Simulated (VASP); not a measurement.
## Silicene and its bilayer

What are the lattice, gap and band positions of silicene, and what does a second sheet change?

Calculated with VASP 6.6.1; r2SCAN with rVV10; plane waves and PAW (Si).

## (1) Set-up

The cell holds 2 atoms: 2 Si. Its edges and angles: a = 3.870 Å, b = 3.870 Å, c = 22.000 Å, α = 90.0°, β = 90.0°, γ = 120.0°. Vacuum lies along c.

## (2) Relaxing the monolayer

The sheet's cell relaxes in its plane with the atoms, while the vacuum is kept.

File INCAR:

```
SYSTEM = Si
PREC = Normal
ENCUT = 350
EDIFF = 1E-06
NELM = 120
ISMEAR = 0
SIGMA = 0.03
LREAL = .FALSE.
ALGO = Normal
METAGGA = R2SCAN
LUSE_VDW = .TRUE.
IVDW_NL = 2
BPARAM = 11.95
CPARAM = 0.0093
LASPH = .TRUE.
NBANDS = 10
LORBIT = 11
LWAVE = .FALSE.
LCHARG = .FALSE.
KPAR = 4
IBRION = 2
NSW = 50
ISIF = 3
EDIFFG = -0.015
POTIM = 0.4
IDIPOL = 3
LDIPOL = .TRUE.
DIPOL = 0.5 0.5 0.5
LATTICE_CONSTRAINTS = .TRUE. .TRUE. .FALSE.
```

File POSCAR:

```
Si
1.0
    3.8700000000      0.0000000000      0.0000000000
   -1.9350000000      3.3515183126      0.0000000000
    0.0000000000      0.0000000000     22.0000000000
Si
2
Direct
    0.3333333333      0.6666666667      0.4897727273
    0.6666666667      0.3333333333      0.5102272727
```

File KPOINTS:

```
Automatic mesh
0
Gamma
9 9 1
0 0 0
```

PAW data sets: Si (PBE family, release 64).

On the command line:

```bash
> mpirun -np 4 vasp_std
```

Log:

```text
[banner, memory and clock lines left out]
running    4 mpi-ranks, on    1 nodes
 distrk:  each k-point on    1 cores,    4 groups
 distr:  one band on    1 cores,    1 groups

 POSCAR found type information on POSCAR Si
 POSCAR found :  1 types and       2 ions
|                                                                             |
|               ----> ADVICE to this user running VASP <----                  |
|                                                                             |
|     You have switched on vdW-DFT.                                           |
|     This routine was written and supplied by Jiri Klimes. We recommend      |
|     that you carefully read and cite the following publications:            |
|       J. Klimes, D.R. Bowler, A. Michelides                                 |
|          J. Phys.: Cond Matt. 22 022201 (2010)                              |
|       J. Klimes, D.R. Bowler, A. Michelides                                 |
|          Phys. Rev. B. 83, 195131 (2011)                                    |
|     and references therein.                                                 |
|                                                                             |

|                                                                             |
|               ----> ADVICE to this user running VASP <----                  |
|                                                                             |
|     You enforced a specific xc type in the INCAR file but a different       |
|     [... a line on the potential file left out ...]
|     I HOPE YOU KNOW WHAT YOU ARE DOING!                                     |
|                                                                             |

 LDA part: xc-table for (None), standard interpolation
 POSCAR, INCAR and KPOINTS ok, starting setup
 FFT: planning ... GRIDC
 FFT: planning ... GRID_SOFT
 FFT: planning ... GRID
 WAVECAR not read
 entering main loop
       N       E                     dE             d eps       ncg     rms          rms(c)
Total rVV10 correction in eV:      0.3051981    10.7364019
Total rVV10 correction in eV:      0.3051981    10.7364019
Total rVV10 correction in eV:      0.3051981    10.7364019
Total rVV10 correction in eV:      0.3051981    10.7364019
DAV:   1     0.226350392402E+02    0.22635E+02   -0.19846E+03   240   0.371E+02
DAV:   2    -0.149461400437E+02   -0.37581E+02   -0.34910E+02   356   0.768E+01
DAV:   3    -0.171391188257E+02   -0.21930E+01   -0.21895E+01   314   0.215E+01
DAV:   4    -0.171782787170E+02   -0.39160E-01   -0.39149E-01   374   0.381E+00
DAV:   5    -0.171787310714E+02   -0.45235E-03   -0.45234E-03   358   0.357E-01    0.572E+00
Total rVV10 correction in eV:      0.3062601    10.7375043
Total rVV10 correction in eV:      0.3062601    10.7375043
Total rVV10 correction in eV:      0.3062601    10.7375043
Total rVV10 correction in eV:      0.3062601    10.7375043
DAV:   6    -0.158540878679E+02    0.13246E+01   -0.14202E-01   304   0.209E+00    0.383E+00
Total rVV10 correction in eV:      0.3119383    10.7396869
Total rVV10 correction in eV:      0.3119383    10.7396869
Total rVV10 correction in eV:      0.3119383    10.7396869
Total rVV10 correction in eV:      0.3119383    10.7396869
DAV:   7    -0.157945855494E+02    0.59502E-01   -0.39523E-01   358   0.286E+00    0.498E-01
Total rVV10 correction in eV:      0.3123585    10.7394574
Total rVV10 correction in eV:      0.3123585    10.7394574
Total rVV10 correction in eV:      0.3123585    10.7394574
Total rVV10 correction in eV:      0.3123585    10.7394574
DAV:   8    -0.157933419765E+02    0.12436E-02   -0.27311E-02   300   0.914E-01    0.358E-01
Total rVV10 correction in eV:      0.3141605    10.7395012
Total rVV10 correction in eV:      0.3141605    10.7395012
Total rVV10 correction in eV:      0.3141605    10.7395012
Total rVV10 correction in eV:      0.3141605    10.7395012
DAV:   9    -0.157951881712E+02   -0.18462E-02   -0.27278E-03   302   0.339E-01    0.713E-02
Total rVV10 correction in eV:      0.3143992    10.7393450
Total rVV10 correction in eV:      0.3143992    10.7393450
Total rVV10 correction in eV:      0.3143992    10.7393450
Total rVV10 correction in eV:      0.3143992    10.7393450
DAV:  10    -0.157957543287E+02   -0.56616E-03   -0.16263E-04   336   0.845E-02    0.567E-02
Total rVV10 correction in eV:      0.3165160    10.7388371
Total rVV10 correction in eV:      0.3165160    10.7388371
Total rVV10 correction in eV:      0.3165160    10.7388371
Total rVV10 correction in eV:      0.3165160    10.7388371
DAV:  11    -0.157971710545E+02   -0.14167E-02   -0.19129E-03   272   0.207E-01    0.934E-02
Total rVV10 correction in eV:      0.3167371    10.7384692
Total rVV10 correction in eV:      0.3167371    10.7384692
Total rVV10 correction in eV:      0.3167371    10.7384692
Total rVV10 correction in eV:      0.3167371    10.7384692
DAV:  12    -0.157976943914E+02   -0.52334E-03   -0.12885E-04   250   0.760E-02    0.393E-02
Total rVV10 correction in eV:      0.3173363    10.7375847
Total rVV10 correction in eV:      0.3173363    10.7375847
Total rVV10 correction in eV:      0.3173363    10.7375847
Total rVV10 correction in eV:      0.3173363    10.7375847
DAV:  13    -0.157982678597E+02   -0.57347E-03   -0.55886E-04   248   0.123E-01    0.158E-02
Total rVV10 correction in eV:      0.3174653    10.7371583
Total rVV10 correction in eV:      0.3174653    10.7371583
Total rVV10 correction in eV:      0.3174653    10.7371583
Total rVV10 correction in eV:      0.3174653    10.7371583
DAV:  14    -0.157983727302E+02   -0.10487E-03   -0.17192E-04   294   0.643E-02    0.157E-02
Total rVV10 correction in eV:      0.3175212    10.7367383
Total rVV10 correction in eV:      0.3175212    10.7367383
Total rVV10 correction in eV:      0.3175212    10.7367383
Total rVV10 correction in eV:      0.3175212    10.7367383
DAV:  15    -0.157986555586E+02   -0.28283E-03   -0.75802E-05   284   0.413E-02    0.190E-03
Total rVV10 correction in eV:      0.3175374    10.7365498
Total rVV10 correction in eV:      0.3175374    10.7365498
Total rVV10 correction in eV:      0.3175374    10.7365498
Total rVV10 correction in eV:      0.3175374    10.7365498
DAV:  16    -0.157987424106E+02   -0.86852E-04   -0.14489E-05   288   0.213E-02    0.136E-03
Total rVV10 correction in eV:      0.3175668    10.7364631
Total rVV10 correction in eV:      0.3175668    10.7364631
Total rVV10 correction in eV:      0.3175668    10.7364631
Total rVV10 correction in eV:      0.3175668    10.7364631
DAV:  17    -0.157987738917E+02   -0.31481E-04   -0.16807E-06   314   0.813E-03    0.101E-03
Total rVV10 correction in eV:      0.3175743    10.7364182
[...]
Total rVV10 correction in eV:      0.3175715    10.7364051
   1 F= -.15798792E+02 E0= -.15798374E+02  d E =-.157988E+02
 curvature:   0.00 expect dE= 0.000E+00 dE for cont linesearch  0.000E+00
 trial: gam= 0.00000 g(F)=  0.192E-02 g(S)=  0.166E-01 ort = 0.000E+00 (trialstep = 0.100E+01)
 search vector abs. value=  0.186E-01
 bond charge predicted
       N       E                     dE             d eps       ncg     rms          rms(c)
Total rVV10 correction in eV:      0.3166849    10.7364068
Total rVV10 correction in eV:      0.3166849    10.7364068
Total rVV10 correction in eV:      0.3166849    10.7364068
Total rVV10 correction in eV:      0.3166849    10.7364068
DAV:   1    -0.158023294967E+02   -0.35376E-02   -0.25333E-01   284   0.240E+00    0.416E-01
Total rVV10 correction in eV:      0.3163147    10.7364646
Total rVV10 correction in eV:      0.3163147    10.7364646
Total rVV10 correction in eV:      0.3163147    10.7364646
Total rVV10 correction in eV:      0.3163147    10.7364646
DAV:   2    -0.158023846063E+02   -0.55110E-04   -0.98492E-03   304   0.571E-01    0.306E-01
Total rVV10 correction in eV:      0.3157267    10.7365728
Total rVV10 correction in eV:      0.3157267    10.7365728
Total rVV10 correction in eV:      0.3157267    10.7365728
Total rVV10 correction in eV:      0.3157267    10.7365728
DAV:   3    -0.158013353734E+02    0.10492E-02   -0.31431E-03   348   0.270E-01    0.127E-01
Total rVV10 correction in eV:      0.3158252    10.7365567
Total rVV10 correction in eV:      0.3158252    10.7365567
Total rVV10 correction in eV:      0.3158252    10.7365567
Total rVV10 correction in eV:      0.3158252    10.7365567
DAV:   4    -0.158013309184E+02    0.44550E-05   -0.20977E-04   320   0.780E-02    0.553E-02
Total rVV10 correction in eV:      0.3158195    10.7365645
Total rVV10 correction in eV:      0.3158195    10.7365645
Total rVV10 correction in eV:      0.3158195    10.7365645
Total rVV10 correction in eV:      0.3158195    10.7365645
DAV:   5    -0.158013242696E+02    0.66488E-05   -0.15116E-05   298   0.237E-02    0.319E-02
Total rVV10 correction in eV:      0.3158505    10.7365636
Total rVV10 correction in eV:      0.3158505    10.7365636
Total rVV10 correction in eV:      0.3158505    10.7365636
Total rVV10 correction in eV:      0.3158505    10.7365636
DAV:   6    -0.158013252155E+02   -0.94588E-06   -0.85663E-06   314   0.158E-02
Total rVV10 correction in eV:      0.3160153    10.7364071
Total rVV10 correction in eV:      0.3160153    10.7364071
Total rVV10 correction in eV:      0.3160153    10.7364071
Total rVV10 correction in eV:      0.3160153    10.7364071
Total rVV10 correction in eV:      0.3158844    10.7365506
Total rVV10 correction in eV:      0.3158844    10.7365506
Total rVV10 correction in eV:      0.3158844    10.7365506
Total rVV10 correction in eV:      0.3158844    10.7365506
   2 F= -.15801325E+02 E0= -.15800907E+02  d E =-.253297E-02
[...]
3 F= -.15804318E+02 E0= -.15803900E+02  d E =-.552561E-02
[...]
4 F= -.15804940E+02 E0= -.15804522E+02  d E =-.622196E-03
[...]
5 F= -.15806365E+02 E0= -.15805947E+02  d E =-.204686E-02
 curvature:  -2.67 expect dE=-0.603E-03 dE for cont linesearch -0.597E-03
 ZBRENT: increasing intervall
 opt :   9.1622  next Energy=   -15.807234 (dE=-0.292E-02)
 bond charge predicted
       N       E                     dE             d eps       ncg     rms          rms(c)
Total rVV10 correction in eV:      0.3174257    10.7364095
Total rVV10 correction in eV:      0.3174257    10.7364095
Total rVV10 correction in eV:      0.3174257    10.7364095
Total rVV10 correction in eV:      0.3174257    10.7364095
DAV:   1    -0.158063898739E+02   -0.26104E-04   -0.13674E-01   240   0.201E+00    0.109E-01
Total rVV10 correction in eV:      0.3175169    10.7364343
Total rVV10 correction in eV:      0.3175169    10.7364343
Total rVV10 correction in eV:      0.3175169    10.7364343
Total rVV10 correction in eV:      0.3175169    10.7364343
DAV:   2    -0.158074857712E+02   -0.10959E-02   -0.44544E-03   324   0.413E-01    0.494E-02
Total rVV10 correction in eV:      0.3175629    10.7364643
Total rVV10 correction in eV:      0.3175629    10.7364643
Total rVV10 correction in eV:      0.3175629    10.7364643
Total rVV10 correction in eV:      0.3175629    10.7364643
DAV:   3    -0.158074854489E+02    0.32237E-06   -0.11510E-04   330   0.678E-02    0.338E-02
Total rVV10 correction in eV:      0.3175882    10.7365132
Total rVV10 correction in eV:      0.3175882    10.7365132
Total rVV10 correction in eV:      0.3175882    10.7365132
Total rVV10 correction in eV:      0.3175882    10.7365132
DAV:   4    -0.158074704917E+02    0.14957E-04   -0.33739E-05   326   0.347E-02    0.143E-02
Total rVV10 correction in eV:      0.3175740    10.7365466
Total rVV10 correction in eV:      0.3175740    10.7365466
Total rVV10 correction in eV:      0.3175740    10.7365466
Total rVV10 correction in eV:      0.3175740    10.7365466
DAV:   5    -0.158074663850E+02    0.41068E-05   -0.41329E-06   276   0.129E-02    0.432E-03
Total rVV10 correction in eV:      0.3175544    10.7365596
Total rVV10 correction in eV:      0.3175544    10.7365596
Total rVV10 correction in eV:      0.3175544    10.7365596
Total rVV10 correction in eV:      0.3175544    10.7365596
DAV:   6    -0.158074722764E+02   -0.58914E-05   -0.14060E-06   248   0.742E-03    0.155E-03
Total rVV10 correction in eV:      0.3175322    10.7365443
Total rVV10 correction in eV:      0.3175322    10.7365443
Total rVV10 correction in eV:      0.3175322    10.7365443
Total rVV10 correction in eV:      0.3175322    10.7365443
DAV:   7    -0.158074850753E+02   -0.12799E-04   -0.25192E-06   274   0.895E-03    0.101E-03
Total rVV10 correction in eV:      0.3175258    10.7365113
Total rVV10 correction in eV:      0.3175258    10.7365113
Total rVV10 correction in eV:      0.3175258    10.7365113
Total rVV10 correction in eV:      0.3175258    10.7365113
DAV:   8    -0.158074946111E+02   -0.95359E-05   -0.13878E-06   330   0.732E-03    0.672E-04
Total rVV10 correction in eV:      0.3175258    10.7364720
Total rVV10 correction in eV:      0.3175258    10.7364720
Total rVV10 correction in eV:      0.3175258    10.7364720
Total rVV10 correction in eV:      0.3175258    10.7364720
DAV:   9    -0.158075018900E+02   -0.72788E-05   -0.75712E-07   336   0.544E-03    0.453E-04
Total rVV10 correction in eV:      0.3175305    10.7364389
Total rVV10 correction in eV:      0.3175305    10.7364389
Total rVV10 correction in eV:      0.3175305    10.7364389
Total rVV10 correction in eV:      0.3175305    10.7364389
DAV:  10    -0.158075063076E+02   -0.44177E-05   -0.29371E-07   326   0.328E-03    0.217E-04
Total rVV10 correction in eV:      0.3175333    10.7364190
Total rVV10 correction in eV:      0.3175333    10.7364190
Total rVV10 correction in eV:      0.3175333    10.7364190
Total rVV10 correction in eV:      0.3175333    10.7364190
DAV:  11    -0.158075083487E+02   -0.20410E-05   -0.96192E-08   324   0.217E-03    0.800E-05
Total rVV10 correction in eV:      0.3175341    10.7364109
Total rVV10 correction in eV:      0.3175341    10.7364109
Total rVV10 correction in eV:      0.3175341    10.7364109
Total rVV10 correction in eV:      0.3175341    10.7364109
DAV:  12    -0.158075090520E+02   -0.70333E-06   -0.27644E-08   294   0.146E-03
Total rVV10 correction in eV:      0.3175342    10.7364060
Total rVV10 correction in eV:      0.3175342    10.7364060
Total rVV10 correction in eV:      0.3175342    10.7364060
Total rVV10 correction in eV:      0.3175342    10.7364060
Total rVV10 correction in eV:      0.3175342    10.7364075
Total rVV10 correction in eV:      0.3175342    10.7364075
Total rVV10 correction in eV:      0.3175342    10.7364075
Total rVV10 correction in eV:      0.3175342    10.7364075
   6 F= -.15807509E+02 E0= -.15807091E+02  d E =-.319120E-02
 curvature:  -3.88 expect dE=-0.134E-03 dE for cont linesearch -0.329E-05
 trial: gam= 0.05010 g(F)=  0.284E-05 g(S)=  0.318E-04 ort = 0.251E-04 (trialstep = 0.257E+01)
 search vector abs. value=  0.390E-04
 reached required accuracy - stopping structural energy minimisation
```

Run time: 2.8 min. Hardware: 4 MPI ranks of AMD EPYC 9R45, shared host; peak memory 1.2 GiB; 11 min of CPU time.

Lines that name or quote the potential files are left out of all logs, and their timing lines are given in words.

From OUTCAR (step 2):

```text
ion  position               nearest neighbor table
   1  0.333  0.667  0.490-   2 2.28   2 2.28   2 2.28
   2  0.667  0.333  0.510-   1 2.28   1 2.28   1 2.28

  LATTYP: Found a hexagonal cell.
 ALAT       =     3.8700000000
 C/A-ratio  =     5.6847545220

 Subroutine GETGRP returns: Found 12 space group operations
 (whereof 12 operations were pure point group operations)

The static configuration has the point symmetry D_3d.

 Found     12 irreducible k-points:

   k-points           NKPTS =     12   k-points in BZ     NKDIM =     12   number of bands    NBANDS=     10

   dimension x,y,z NGX =    18 NGY =   18 NGZ =  108
   dimension x,y,z NGXF=    36 NGYF=   36 NGZF=  216

   ENCUT  =  350.0 eV  25.72 Ry    5.07 a.u.   5.90  5.90 33.56*2*pi/ulx,y,z

   NELECT =       8.0000    total number of electrons

 k-points in reciprocal lattice and weights: Automatic mesh
   0.00000000  0.00000000  0.00000000       0.012
   0.11111111  0.00000000  0.00000000       0.074
   0.22222222  0.00000000  0.00000000       0.074
   0.33333333  0.00000000  0.00000000       0.074
   0.44444444  0.00000000  0.00000000       0.074
   0.11111111  0.11111111  0.00000000       0.074
   0.22222222  0.11111111  0.00000000       0.148
   0.33333333  0.11111111  0.00000000       0.148
   0.44444444  0.11111111  0.00000000       0.074
   0.22222222  0.22222222  0.00000000       0.074
   0.33333333  0.22222222  0.00000000       0.148
   0.33333333  0.33333333  0.00000000       0.025

 dipolmoment           0.000000      0.000000      0.000000 electrons x Angstroem

 average (electrostatic) potential at core
       1 -95.5786       2 -95.5786

 E-fermi :  -3.1699

 k-point     1 :       0.0000    0.0000    0.0000
  band No.  band energies     occupation
      1     -14.9763      2.00000
      2      -6.5710      2.00000
      3      -4.6740      2.00000
      4      -4.6740      2.00000
      5      -0.8275      0.00000
      6      -0.1989      0.00000
      7      -0.0773      0.00000
      8      -0.0773      0.00000
      9       1.5261      0.00000
    ...

 k-point     2 :       0.1111    0.0000    0.0000
  band No.  band energies     occupation
      1     -14.8230      2.00000
      2      -6.4575      2.00000
      3      -5.6404      2.00000
      4      -4.9291      2.00000
      5      -0.5929      0.00000
      6      -0.0901      0.00000
      7       0.4499      0.00000
      8       0.4783      0.00000
      9       1.6906      0.00000
    ...

 k-point     3 :       0.2222    0.0000    0.0000
  band No.  band energies     occupation
      1     -14.3696      2.00000
      2      -7.5028      2.00000
      3      -5.9211      2.00000
      4      -5.4322      2.00000
      5      -1.1652      0.00000
      6      -0.0023      0.00000
      7       1.5702      0.00000
      8       1.8677      0.00000
      9       2.1843      0.00000
    ...

  Total       -0.0287022     -0.0287022     -0.0130779      0.0000000      0.0000000      0.0000000
  in kB       -0.1624948     -0.1624948     -0.0740390      0.0000000      0.0000000      0.0000000
  external PRESSURE =      -0.1330095 kB  Pullay stress =       0.0000000 kB

  energy-cutoff  :      350.00
  volume of cell :      283.00
      direct lattice vectors                 reciprocal lattice vectors
     3.854042816  0.000000000  0.000000000     0.259467797  0.149803803  0.000000000
    -1.927021408  3.337698986  0.000000000     0.000000000  0.299607605  0.000000000
     0.000000000  0.000000000 22.000000000     0.000000000  0.000000000  0.045454545

 POSITION                                       TOTAL-FORCE (eV/Angst)
 -----------------------------------------------------------------------------------
     -0.00000      2.22513     10.81294        -0.000000      0.000000      0.006070
      1.92702      1.11257     11.18706         0.000000     -0.000000     -0.006070
 -----------------------------------------------------------------------------------
    total drift:                               -0.000000      0.000000      0.000000

  FREE ENERGIE OF THE ION-ELECTRON SYSTEM (eV)
  ---------------------------------------------------
  free  energy   TOTEN  =       -15.8075090520 eV

  energy  without entropy=      -15.8066732156  energy(sigma->0) =      -15.80709113

 reached required accuracy - stopping structural energy minimisation

 vacuum level on the upper side and lower side of the slab         1.548         1.548

 total charge
# of ion       s       p       d       tot
------------------------------------------
    1        0.765   0.942   0.000   1.708
    2        0.765   0.942   0.000   1.708
--------------------------------------------------
tot          1.531   1.885   0.000   3.415

[... 3 further parts left out ...]
```

CONTCAR:

```
Si
   1.00000000000000
     3.8540428161934370    0.0000000000000000    0.0000000000000000
    -1.9270214080967185    3.3376989860512372    0.0000000000000000
     0.0000000000000000    0.0000000000000000   22.0000000000000000
  Si
     2
Direct
     0.3333333332999970    0.6666666667000030    0.4914971842778800
     0.6666666667000030    0.3333333332999970    0.5085028157221199
```

The PAW data sets were made with PBE, which is usual practice but a small mismatch for other functionals. The run keeps the 12 symmetry operations of its start, so it cannot find a distortion of lower symmetry.

(Part 1 of 8 ends here.)

[Lines on the potential files, build, host, timing and source positions are cut from VASP's logs without a mark.]

[Logs are printed without paths, hosts, clocks, repeated set-up lines and the standing remarks that a program may print on its own settings, such as how far it seeks lower states.]

[Hosts, paths, dates, database ids (printed as entryN), source tags and the programs' standing remarks are cut or masked in the printed files.]

[Runs that stopped without an error message from VASP are left out.]
